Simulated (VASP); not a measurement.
# Li2O (Fm-3m) in VASP: notebook

The runs below take Li2O through relaxation of cell and atoms, electrostatic potential, with LDA.

Everything below comes from runs of VASP 6.6.1. Logs are shortened: lines on timing, memory, paths and dates and some standing lists are left out, and cuts for length are marked.

## (1) Starting point

Symmetry: Fm-3m, No. 225, cubic system. Conventional cell: a = 4.600 Å, b = 4.600 Å, c = 4.600 Å, α = 90.00°, β = 90.00°, γ = 90.00°. Around O (site symmetry m-3m) lie 8 Li at 1.99 Å. Around Li (site symmetry -43m) lie 4 O at 1.99 Å.

The cell was built by a generator and needn't be a form met in nature.

## (2) Relaxation of cell and atoms, LDA

File INCAR:

```
SYSTEM = Li2O
ALGO = Normal ; EDIFF = 1E-7
EDIFFG = -0.005 ; ENCUT = 600
IBRION = 2 ; ISIF = 3
ISMEAR = 0 ; LASPH = .True.
LCHARG = .False. ; LREAL = .False.
LWAVE = .False. ; NELM = 120
NSW = 60 ; PREC = Accurate
SIGMA = 0.02
```

File KPOINTS:

```
k-points
0
Gamma
  10 10 10
  0 0 0
```

File POSCAR:

```
Li2O
1.0
    0.0000000000      2.3000000000      2.3000000000
    2.3000000000      0.0000000000      2.3000000000
    2.3000000000      2.3000000000      0.0000000000
O Li
1 2
Direct
    0.0000000000      0.0000000000      0.0000000000
    0.2500000000      0.2500000000      0.2500000000
    0.7500000000      0.7500000000      0.7500000000
```

Potentials or basis: VASP PAW LDA potentials, release 64 (O, Li_sv).

Run with:

```sh
$ cat potpaw_LDA.64/O/POTCAR potpaw_LDA.64/Li_sv/POTCAR > POTCAR
$ mpirun -np 1 vasp_std > vasp.out
```

OUTCAR:

```text
SYSTEM = Li2O
   EDIFF = 1E-7
   EDIFFG = -0.005
   ENCUT = 600
   IBRION = 2
   ISIF = 3
   ISMEAR = 0
   LASPH = .True.
   LREAL = .False.
   NELM = 120
   NSW = 60
   PREC = Accurate

 ion  position               nearest neighbor table
   1  0.000  0.000  0.000-   3 1.99   3 1.99   3 1.99   2 1.99   3 1.99   2 1.99   2 1.99   2 1.99

   2  0.250  0.250  0.250-   1 1.99   1 1.99   1 1.99   1 1.99   3 2.30   3 2.30   3 2.30   3 2.30
                             3 2.30   3 2.30
   3  0.750  0.750  0.750-   1 1.99   1 1.99   1 1.99   1 1.99   2 2.30   2 2.30   2 2.30   2 2.30
                             2 2.30   2 2.30

  LATTYP: Found a face centered cubic cell.
 ALAT       =     4.6000000000

  Lattice vectors:

 A1 = (   0.0000000000,   2.3000000000,   2.3000000000)
 A2 = (   2.3000000000,   0.0000000000,   2.3000000000)
 A3 = (   2.3000000000,   2.3000000000,   0.0000000000)

Analysis of symmetry for initial positions (statically):
=====================================================================
 Subroutine PRICEL returns:
 Original cell was already a primitive cell.

 Routine SETGRP: Setting up the symmetry group for a
 face centered cubic supercell.

 Subroutine GETGRP returns: Found 48 space group operations
 (whereof 48 operations were pure point group operations)
 out of a pool of 48 trial point group operations.

The static configuration has the point symmetry O_h .

Analysis of symmetry for dynamics (positions and initial velocities):
=====================================================================
 Subroutine PRICEL returns:
 Original cell was already a primitive cell.

 Routine SETGRP: Setting up the symmetry group for a
 face centered cubic supercell.

 Subroutine GETGRP returns: Found 48 space group operations
 (whereof 48 operations were pure point group operations)
 out of a pool of 48 trial point group operations.

The dynamic configuration has the point symmetry O_h .

 Subroutine INISYM returns: Found 48 space group operations
 (whereof 48 operations are pure point group operations),
 and found     1 'primitive' translations

----------------------------------------------------------------------------------------

                                     Primitive cell

  volume of cell :      24.3340

  direct lattice vectors                    reciprocal lattice vectors
     0.000000000  2.300000000  2.300000000    -0.217391304  0.217391304  0.217391304
     2.300000000  0.000000000  2.300000000     0.217391304 -0.217391304  0.217391304
     2.300000000  2.300000000  0.000000000     0.217391304  0.217391304 -0.217391304

  length of vectors
     3.252691193  3.252691193  3.252691193     0.376532784  0.376532784  0.376532784

  position of ions in fractional coordinates (direct lattice)
     0.000000000  0.000000000  0.000000000
     0.250000000  0.250000000  0.250000000
     0.750000000  0.750000000  0.750000000

  ion indices of the primitive-cell ions
   primitive index   ion index
                 1           1
                 2           2
                 3           3

----------------------------------------------------------------------------------------

 KPOINTS: k-points

Automatic generation of k-mesh.
 Grid dimensions read from file:
 generate k-points for:   10   10   10

 Generating k-lattice:

  Cartesian coordinates                     Fractional coordinates (reciprocal lattice)
    -0.021739130  0.021739130  0.021739130     0.100000000  0.000000000  0.000000000
     0.021739130 -0.021739130  0.021739130     0.000000000  0.100000000  0.000000000
     0.021739130  0.021739130 -0.021739130     0.000000000  0.000000000  0.100000000

  Length of vectors
     0.037653278  0.037653278  0.037653278

  Shift w.r.t. Gamma in fractional coordinates (k-lattice)
     0.000000000  0.000000000  0.000000000

 Subroutine IBZKPT returns following result:
 ===========================================

 Found     47 irreducible k-points:

 Following reciprocal coordinates:
            Coordinates               Weight
  0.000000  0.000000  0.000000      1.000000
  0.100000  0.000000  0.000000      8.000000
  0.200000  0.000000  0.000000      8.000000
  0.300000  0.000000  0.000000      8.000000
  0.400000  0.000000  0.000000      8.000000
  0.500000  0.000000  0.000000      4.000000
[... 16 lines left out ...]
  0.300000  0.300000  0.000000      6.000000
  0.400000  0.300000  0.000000     24.000000
 [... further k-points ...]
   k-points           NKPTS =     47   k-points in BZ     NKDIM =     47   number of bands    NBANDS=     10
   number of dos      NEDOS =    301   number of ions     NIONS =      3
   total plane-waves  NPLWV =  21952
   dimension x,y,z NGX =    28 NGY =   28 NGZ =   28
   dimension x,y,z NGXF=    56 NGYF=   56 NGZF=   56
   ions per type =               1   2
   NGX,Y,Z   is equivalent  to a cutoff of  14.31, 14.31, 14.31 a.u.
   NGXF,Y,Z  is equivalent  to a cutoff of  28.62, 28.62, 28.62 a.u.
 SYSTEM =  Li2O
   PREC   = accura    normal or accurate (medium, high low for compatibility)
   ISTART =      0    job   : 0-new  1-cont  2-samecut
   ICHARG =      2    charge: 1-file 2-atom 10-const
   ISPIN  =      1    spin polarized calculation?
   LNONCOLLINEAR =      F non collinear calculations
   LSORBIT =      F    spin-orbit coupling
   LASPH  =      T    aspherical Exc in radial PAW
   ENCUT  =  600.0 eV  44.10 Ry    6.64 a.u.   6.50  6.50  6.50*2*pi/ulx,y,z
   NELM   =    120;   NELMIN=  2; NELMDL= -5     # of ELM steps
   EDIFF  = 0.1E-06   stopping-criterion for ELM
   LREAL  =      F    real-space projection
   EDIFFG = -.5E-02   stopping-criterion for IOM
   NSW    =     60    number of steps for IOM
   IBRION =      2    ionic relax: 0-MD 1-quasi-New 2-CG
   NFREE  =      1    steps in history (QN), initial steepest desc. (CG)
   ISIF   =      3    stress and relaxation
   ISYM   =      2    0-nonsym 1-usesym 2-fastsym
   POTIM  = 0.5000    time-step for ionic-motion
   TEBEG  =    0.0;   TEEND  =   0.0 temperature during run
   PSTRESS=    0.0 pullay stress
   NELECT =      12.0000    total number of electrons
   NUPDOWN=      -1.0000    fix difference up-down
   EMIN   =  10.00;   EMAX   =-10.00  energy-range for DOS
   EFERMI =   0.00;   METHOD = LEGACY
   ISMEAR =     0;   SIGMA  =   0.02  broadening in eV -4-tet -1-fermi 0-gaus
   EFERMI_NEDOS =   21; number of points for ismear=-14 and -15
   IALGO  =     38    algorithm
   IMIX   =      4    mixing-type and parameters
     AMIX     =   0.40;   BMIX     =  1.00
     AMIX_MAG =   1.60;   BMIX_MAG =  1.00
  volume/ion in A,a.u.               =       8.11        54.74
  Fermi-wavevector in a.u.,A,eV,Ry     =   1.293394  2.444160 22.760741  1.672867
  Thomas-Fermi vector in A             =   2.425042
   LORBIT       =      0    0 simple, 1 ext, 2 COOP (PROOUT), +10 PAW based schemes
   GGA     = CA    functional components
   LHFCALC =     F    Hartree Fock is set to
   AEXX    =    0.0000 exact exchange contribution
   IVDW    =     0    specifies the selected vdW correction
   LEPSILON=     F    determine dielectric tensor
   LRPA    =     F    only Hartree local field effects (RPA)
 conjugate gradient relaxation of ions
 non-spin polarized calculation
 Gauss-broadening in eV      SIGMA  =   0.02
  energy-cutoff  :      600.00
  volume of cell :       24.33
 maximum number of plane-waves:       869
 NGX is ok and might be reduce to    28
   NGX = 13   NGY = 13   NGZ = 13

--------------------------------------- Ionic step        1  -------------------------------------------

 number of electron      12.0000002 magnetization

 Free energy of the ion-electron system (eV)
  ---------------------------------------------------
  ext. energy  EPLUGINS =         0.00000000
  ---------------------------------------------------
  free energy    TOTEN  =       -15.72281887 eV

  energy without entropy =      -15.72281887  energy(sigma->0) =      -15.72281887

------------------------ aborting loop because EDIFF is reached ----------------------------------------

  FORCE on cell =-STRESS in cart. coord.  units (eV):
  Direction    XX          YY          ZZ          XY          YZ          ZX
  --------------------------------------------------------------------------------------
  -------------------------------------------------------------------------------------
  Total       -0.9237458     -0.9237458     -0.9237458      0.0000000      0.0000000      0.0000000
  in kB      -60.8204378    -60.8204378    -60.8204378      0.0000000      0.0000000      0.0000000
  external PRESSURE =     -60.8204378 kB  Pullay stress =       0.0000000 kB
[... 96 lines left out ...]
  energy  without entropy=      -15.7585756658  energy(sigma->0) =      -15.75857567

--------------------------------------- Ionic step        4  -------------------------------------------

 number of electron      12.0000004 magnetization

 Free energy of the ion-electron system (eV)
  ---------------------------------------------------
  ext. energy  EPLUGINS =         0.00000000
  ---------------------------------------------------
  free energy    TOTEN  =       -15.75859748 eV

  energy without entropy =      -15.75859748  energy(sigma->0) =      -15.75859748

 E-fermi :   1.7582     XC(G=0): -10.6288

 val. band max:        1.6454257234   @ k =   0.0000   0.0000   0.0000
 cond. band min:       6.5992024736   @ k =   0.5000   0.5000   0.0000
 fundamental gap:      4.9537767502
 Fermi energy:         1.7582300112

 k-point     1 :       0.0000    0.0000    0.0000
  band No.  band energies     occupation
      1     -40.1073      2.00000
      2     -39.6210      2.00000
      3     -13.5966      2.00000
      4       1.6454      2.00000
      5       1.6454      2.00000
      6       1.6454      2.00000
      7       7.5779      0.00000
      8      13.7209      0.00000
      9      13.7209      0.00000
     10      13.7209      0.00000
[... 287 lines left out ...]
 k-point    24 :       0.4000    0.3000    0.0000
  band No.  band energies     occupation
      1     -39.9443      2.00000
      2     -39.7342      2.00000
      3     -13.3872      2.00000
      4      -0.1364      2.00000
      5       0.3943      2.00000
      6       0.5034      2.00000
      7       7.6591      0.00000
      8      14.8114      0.00000
      9      15.1139      0.00000
     10      16.5851      0.00000

 [... further k-points ...]
[... 5 lines left out ...]
  --------------------------------------------------------------------------------------
  -------------------------------------------------------------------------------------
  Total        0.0001747      0.0001747      0.0001747      0.0000000      0.0000000     -0.0000000
  in kB        0.0124063      0.0124063      0.0124063      0.0000000      0.0000000     -0.0000000
  external PRESSURE =       0.0124063 kB  Pullay stress =       0.0000000 kB
[... 18 lines left out ...]
  FREE ENERGIE OF THE ION-ELECTRON SYSTEM (eV)
  ---------------------------------------------------
  free  energy   TOTEN  =       -15.7585974789 eV

  energy  without entropy=      -15.7585974789  energy(sigma->0) =      -15.75859748

 reached required accuracy - stopping structural energy minimisation
```

It took 17 s on 1 thread of Intel Xeon 6975P-C (Granite Rapids), shared host; peak memory 0.14 GiB.

Results:

```yaml
Free_energy: -15.7586 eV
Relaxed_volume: 7.52 Å³/atom
Relaxed_cell: a = 3.172 Å, b = 3.172 Å, c = 3.172 Å, α = 60.00°, β = 60.00°, γ = 60.00°
Space_group_after_relaxing_to_0.05_Å: Fm-3m (No. 225)
Energy_gained_by_relaxing: 11.9 meV/atom
Ionic_steps: 4
Pressure_after_relaxing: 0.0 GPa
Band_gap_on_the_k_mesh: 4.95 eV, indirect (least direct gap 5.93 eV)
```

Step by step:
```tsv
step	energy change (eV)	largest force (eV/Å)	pressure (GPa)	volume (Å³)
1	0.0000	0.0000	-6.08	24.33
2	-0.0297	0.0000	-2.70	23.27
3	-0.0358	0.0000	-0.17	22.61
4	-0.0358	0.0000	0.00	22.56
```

Final structure:
```
O Li
1.0
     0.00000    2.24280    2.24280
     2.24280    0.00000    2.24280
     2.24280    2.24280    0.00000
O Li
1 2
Direct
  0.00000 0.00000 0.00000
  0.25000 0.25000 0.25000
  0.75000 0.75000 0.75000
```

Caveat: the cutoff is under 1.25 times the usual one of these potentials, so pressure, stress and relaxed cells hold a basis-set (Pulay) error. A k mesh can miss the band edges.

(Continued in part 2 of 2.)
